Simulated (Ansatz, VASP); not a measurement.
## Two plane-wave programs on Ru

File INCAR:

```
SYSTEM = Ru
  PREC = Accurate
  ENCUT = 520
  EDIFF = 1E-7
  ISMEAR = 0
  SIGMA = 0.15
  LREAL = .False.
  LASPH = .True.
  NELM = 60
  ALGO = Normal
  ISIF = 2
  LWAVE = .False.
  LCHARG = .True.
  GGA = PE
  LELF = .True.
  LVHAR = .True.
  NBANDS = 13
```

Contents of KPOINTS:

```
regular mesh
0
Gamma
  20 20 20
  0 0 0
```

File POSCAR:

```
Ru
1.0
    0.1000169121      1.8836518439      1.8836518439
    1.8836518439      0.1000169121      1.8836518439
    1.8836518439      1.8836518439      0.1000169121
Ru
1
Direct
    0.0000000000      0.0000000000      0.0000000000
```

Input for Ansatz:

```yaml
crystal:
  lattice:
    - [0.1000169121, 1.8836518439, 1.8836518439]
    - [1.8836518439, 0.1000169121, 1.8836518439]
    - [1.8836518439, 1.8836518439, 0.1000169121]
  atoms:
    - { symbol: Ru, position: [0.0, 0.0, 0.0] }
basis:
  ecutwfc: 420
kpoints:
  mp_grid: { grid: [20, 20, 20] }
hamiltonian:
  xc: pbe
scf:
  occupations: { method: gaussian, width: 0.15 }
output:
  forces: true
  stress: true
  eigenvalues: true
```

Change from the starting cell: equal engineering shear yz, xz and xy +0.0525, equal normal strain along x, y and z -0.0375.

Alike in both runs: task single point; functional PBE; k mesh 20 × 20 × 20; occupations gaussian, width 0.15 eV; no spin polarisation.

```csv
,VASP,Ansatz
version,VASP 6.6.1,Ansatz 0.2.0
potentials or method,"VASP PAW PBE potentials, release 64 (Ru_pv)","scalar-relativistic, plane waves, PAW"
plane-wave cutoff (eV),520,420
valence electrons in the cell,14,16
```

|  | VASP | Ansatz | Ansatz less VASP |
| --- | --- | --- | --- |
| gap on the k mesh at the Fermi level (eV) | none | none | - |
| pressure (GPa) | 51.3 | 51.2 | -0.16 |
| largest component of the traceless stress (GPa) | 19.06 | 19.02 | -0.046 |

A gap of «none» marks a metal or a gap that the smearing closes. With one functional, cell and mesh, what is left measures potentials, basis and numerics. The two sets of potentials don't hold the same shells in valence.

Caveats: so large a pressure means that the cell lies far from this level's equilibrium, or that cutoff or potentials fall short (VASP).
